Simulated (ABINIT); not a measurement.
CdTe, 2 atoms in the cell. Symmetry: F-43m, No. 216, cubic system. Conventional cell: a = 6.410 Å, b = 6.410 Å, c = 6.410 Å, α = 90.00°, β = 90.00°, γ = 90.00°. Te (site symmetry -43m) has 4 Cd at 2.78 Å as nearest neighbours. Around Cd (site symmetry -43m) lie 4 Te at 2.78 Å. 

```yaml
Program: ABINIT 10.8.3 (patched build)
Task: equation of state
Functional: RPBE
Potentials_or_basis: JTH PAW PBE v2.0
Cutoff: 707 eV
k_mesh: 7 × 7 × 7
Occupations: fermi-dirac, width 0.05 eV
Spin: no spin polarisation
Fine-grid_cutoff: 1306.15 eV
```

Potentials or basis: JTH PAW PBE v2.0.

Run with:

```sh
$ abinit run.abi > log 2>&1
```

Hardware: 1 thread of Arm Neoverse V2, with other jobs on the host.

Q: Estimate the wall time of this run.

A: Wall time 2.8 min on 1 thread of Arm Neoverse V2, on a shared host, peak memory 0.22 GiB. Counts: scf iterations 90, mpi ranks 1, k points 20, bands 13, plane waves 2677.
